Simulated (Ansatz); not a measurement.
**BiTe: checking dH/dP = V**

All numbers below come from DFT r2SCAN, scalar-relativistic, plane waves, PAW in Ansatz. (500 eV cutoff, 12×12×12 k-mesh, Gaussian smearing of 0.10 eV, no spin polarisation)

Starting point, cell and atoms relaxed:

```yaml
crystal:
  lattice:
    - [0.00000, 3.23327, 3.23327]
    - [3.23327, 0.00000, 3.23327]
    - [3.23327, 3.23327, 0.00000]
  atoms:
    - { symbol: Bi, position: [0.00000, 0.00000, 0.00000] }
    - { symbol: Te, position: [0.50000, 0.50000, 0.50000] }
```

Cell and atoms were relaxed at each target pressure within the start's symmetry (Fm-3m), at zero temperature; other phases can be more stable under pressure. H = E + PV with P the target; E is the free energy at the smearing used, whose derivative the pressure is, per atom and counted from zero pressure. The mesh named is that at zero pressure; some other pressures ran on another.

A cell with an odd number of electrons and no spin polarisation is a metal by construction and may be lower with spin. Spin–orbit coupling is left out, which can shift energies with elements as heavy as these.

```tsv
P (GPa)	V (Å³/atom)	E − E0 (meV)	H − H0 (meV)
0	33.801	0.0	0.0
1	33.194	1.9	209.1
4	31.627	25.7	815.3
12	28.792	161.1	2317.6
25	25.922	482.5	4527.4
50	22.747	1201.3	8300.2
90	19.915	2411.1	13598.2
```

Q: Thermodynamics gives dH/dP = V along a relaxed path. Integrate V over P by the trapezoid rule and compare with the computed enthalpies.

A: With 1 eV/Å³ = 160.22 GPa, each step adds the mean volume times ΔP / 160.22:
| P (GPa) | ∫V dP (meV) | H − H0 (meV) | difference (meV) |
| --- | --- | --- | --- |
| 1 | 209.1 | 209.1 | 0.0 |
| 4 | 816.0 | 815.3 | 0.7 |
| 12 | 2324.4 | 2317.6 | 6.8 |
| 25 | 4544.1 | 4527.4 | 16.8 |
| 50 | 8341.3 | 8300.2 | 41.1 |
| 90 | 13666.8 | 13598.2 | 68.6 |

V(P) curves upward, so the trapezoid rule runs high; integrating a smooth curve through the same points puts that excess at about 74.0 meV at 90 GPa, against the 68.6 meV found. What is left comes from the shape of V(P) between points this far apart, and from the mesh, the smearing and the stress tolerance.

Q: At 90 GPa, how much of the enthalpy change is stored energy and how much is the PV term?

A: E rises by 2411 meV/atom and PV is 90 × 19.915 / 160.22 = 11187 meV/atom, so PV makes 82 % of ΔH. So between rival structures at high pressure a small difference in volume can outweigh the difference in energy: 1 % of this volume is worth 111.9 meV/atom at this pressure.

Q: What bulk modulus do the lowest pressures give?

A: From the pressures that the runs reached, -1.00 GPa (34.525 Å³) and 0.99 GPa (33.194 Å³), B = −ΔP/Δln V = 1.99 / 0.0393 = 51 GPa, a mean over that range.

The enthalpies and volumes are mutually consistent, but this tests the numerical equation of state, not the functional or the choice of structure. Volume falls from 33.801 to 19.915 Å³/atom, with each further GPa removing less of it. The likely reason is that shortening the Bi–Te contacts raises Pauli repulsion and electronic kinetic energy faster than bonding can offset them. Stored energy starts out quadratic in compression while PV starts out linear in pressure, so E contributes almost nothing to ΔH at 1 GPa but a substantial part at 90 GPa.

Rock-salt BiTe has one valence electron more per formula unit than SnTe or PbTe. That electron enters p states that are largely cation-derived and antibonding, which probably weakens the bonding network. BiTe is known at ambient pressure as a layered compound containing Bi bilayers, so the 51 GPa modulus describes the cubic structure and shouldn't be read as that of the ordinary material, whose weaker interlayer contacts compress anisotropically.
